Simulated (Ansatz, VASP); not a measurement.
HgTe in VASP and in Ansatz

```
Hg Te
1.0
     0.00000    2.92150    2.86307
     2.92150    0.00000    2.86307
     2.92150    2.92150    0.00000
Hg Te
1 1
Direct
  0.00000 0.00000 0.00000
  0.50000 0.50000 0.50000
```

Change from the starting cell: zz strain of -2 %.

Alike in both runs: task single point; functional LDA; k mesh 10 × 10 × 10; occupations fermi-dirac, width 0.08 eV; no spin polarisation.

|  | VASP | Ansatz |
| --- | --- | --- |
| version | VASP 6.6.1 | Ansatz 0.2.0 |
| potentials or method | VASP PAW LDA potentials, release 64 (Hg, Te), cutoff 520 eV | all-electron LAPW, scalar-relativistic |

Ansatz gave:

```
pressure (GPa)                                  : 5.8
largest component of the traceless stress (GPa) : 1.97
```

Q: Estimate VASP's values.

A: Pressure (GPa): 6.4; largest component of the traceless stress (GPa): 2.05.

Ansatz ran all-electron here, so the differences hold the error of VASP's frozen core and of both bases.

Spin-orbit coupling is left out, which matters for the levels of Hg, Te.
